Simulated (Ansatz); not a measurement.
# Al2Cu: the cost of one run

Program: Ansatz 0.2.0. Level of theory: DFT LDA, scalar-relativistic, plane waves, PAW. These are calculated values, not measurements.

9 further runs of the same task are left out: 9 set aside as unsound or not needed.

**1. The system as given**

Symmetry: Fm-3m, No. 225, cubic system. Conventional cell: a = 5.670 Å, b = 5.670 Å, c = 5.670 Å, α = 90.00°, β = 90.00°, γ = 90.00°. Al (site symmetry -43m) is surrounded by 4 Cu at 2.46 Å. Cu (site symmetry m-3m) has 8 Al at 2.46 Å as nearest neighbours.

Structure file:

```cif
data_structure
_symmetry_space_group_name_H-M 'P 1'
_symmetry_Int_Tables_number 1
_cell_length_a 4.0094
_cell_length_b 4.0094
_cell_length_c 4.0094
_cell_angle_alpha 120.001
_cell_angle_beta 120.001
_cell_angle_gamma 89.998
_cell_volume 45.57
loop_
_atom_site_label
_atom_site_type_symbol
_atom_site_fract_x
_atom_site_fract_y
_atom_site_fract_z
_atom_site_occupancy
Al1 Al 0.75000 0.25000 0.50000 1
Al2 Al 0.25000 0.75000 0.50000 1
Cu1 Cu 0.50000 0.50000 0.00000 1
```

It goes back to an entry of the Materials Project, which need not be the stable form.

This cell was relaxed beforehand with the same method: volume 15.19 Å³/atom, gap on the mesh none (metal).

**2. Plan of the line**

Gamma surface: rigid slide across a plane, one fault a cell; the plane is (−1 1 1) of the conventional cell, and the faces at the cut hold Al and Cu.

First coordinate, slide along a1: 9 values from 0.000 to 0.889, periodic. Second coordinate, slide along a2: 9 values from 0.000 to 0.889, periodic.

Nothing else is relaxed (rigid halves, spacing across the cut fixed). Energies count from the perfect crystal. Points are written as (first, second).

The two vectors of the plane (Å): (-2.005, 2.005, -2.835); (-4.009, 0.000, 0.000).

**3. The run at (1/9, 0/9) of the map's two axes**

input.yaml

```yaml
crystal:
  lattice:
    - [-2.0046693342, 2.0046693342, -2.8351068707]
    - [-4.0093386685, 0.0, 0.0]
    - [-0.2227410371, 8.241418374, 5.3552018669]
  atoms:
    - { symbol: Al, position: [-0.0138888889, 0.0, 0.125] }
    - { symbol: Al, position: [0.6157407407, 0.6666666667, 0.4583333333] }
    - { symbol: Al, position: [0.2453703704, 0.3333333333, 0.7916666667] }
    - { symbol: Al, position: [0.5601851852, 0.6666666667, 0.9583333333] }
    - { symbol: Al, position: [0.3009259259, 0.3333333333, 0.2916666667] }
    - { symbol: Al, position: [-0.0694444444, 0.0, 0.625] }
    - { symbol: Cu, position: [0.3287037037, 0.3333333333, 0.0416666667] }
    - { symbol: Cu, position: [-0.0416666667, 0.0, 0.375] }
    - { symbol: Cu, position: [0.587962963, 0.6666666667, 0.7083333333] }
basis:
  ecutwfc: 520.0
kpoints:
  mp_grid: { grid: [11, 11, 4] }
hamiltonian:
  xc: lda
  pseudopotentials: { kind: paw, azcp: { folder: soft_1 } }
scf:
  occupations: { method: gaussian, width: 0.15 }
output:
  forces: true
  stress: true
  eigenvalues: true
```

The run is started by

```console
ansatz run input.yaml --threads 4 --pin off --max-ram 8192MiB --backend cpu --events-out ev --progress --plain --runs-dir out
```

What time and memory should one allow on 4 threads of Arm Neoverse V1, shared host?

About 84 s, with a peak of 1.5 GiB.
